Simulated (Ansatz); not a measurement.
Relaxed CsI (CsCl type):

```
CsI
1.0
    9.33383     0.00000     0.00000
    0.00000     4.66692     0.00000
    0.00000     0.00000     4.66692
Cs I
2 2
Direct
  0.00000   0.00000   0.00000
  0.50000   0.00000   0.00000
  0.25000   0.50000   0.50000
  0.75000   0.50000   0.50000
```

Computed with PBE (plane waves to 420 eV, PAW, scalar-relativistic; Ansatz, a first-principles code). k mesh 3×6×6 (Γ-centred), Fermi-Dirac smearing 0.05 eV. CsI was relaxed with its symmetry unable to fall. Spin-orbit coupling is left out, though I is heavy.

One atom of the cell was then moved (with its periodic images), all else fixed, and the forces (eV/Å) came out as:

```json
[
 {"atom": "Cs1", "Fx": "-0.028", "Fy": "0.040", "Fz": "0.040"},
 {"atom": "Cs2", "Fx": "0.434", "Fy": "0.369", "Fz": "0.369"},
 {"atom": "I3", "Fx": "-0.649", "Fy": "-0.414", "Fz": "-0.414"},
 {"atom": "I4", "Fx": "0.243", "Fy": "0.005", "Fz": "0.005"}
]
```

Problem. Which atom was moved, and by which vector (Å)?

Solution. I3, by (0.37, 0.37, 0.37), 0.65 Å in all.

(For displaced atoms, the force is minus the slope of the energy, and its curvature is a force constant, which sets phonon frequencies.)
